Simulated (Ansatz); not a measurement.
Take GeO₂ in the rutile structure (space group P4_2/mnm, No. 136; a = 4.488 Å, c = 2.905 Å) as the base.

Level of theory: PBE/PAW in Ansatz (a program for electronic structure), spin-orbit coupling left out.

Carriers are added at fixed cell with a uniform background; the Fermi–Dirac width is that of 300 K.

One change was made to it. Results:

```csv
quantity,base,after
Fermi level relative to the doped band's edge (positive inside the band; to 0.05 eV),–,+0.80 eV
gap between the host's bands,1.23 eV,1.73 eV
gap character,direct at Γ,direct at Γ
```

**Question.** What was done to the base?
A) holes 3.0×10^21 cm⁻³
B) holes 7.0×10^21 cm⁻³
C) holes 2.0×10^22 cm⁻³

**Answer.** C, holes 2.0×10^22 cm⁻³. For comparison, the gap between the host's bands in the other runs: holes 7.0×10^21 cm⁻³ gives 1.41 eV; holes 3.0×10^21 cm⁻³ gives 1.31 eV.

Carriers are added with a uniform compensating background; total energy and stress of such cells depend on the potential's zero and are not compared; many-body gap narrowing is missing at this level. No phonon test of stability was made.
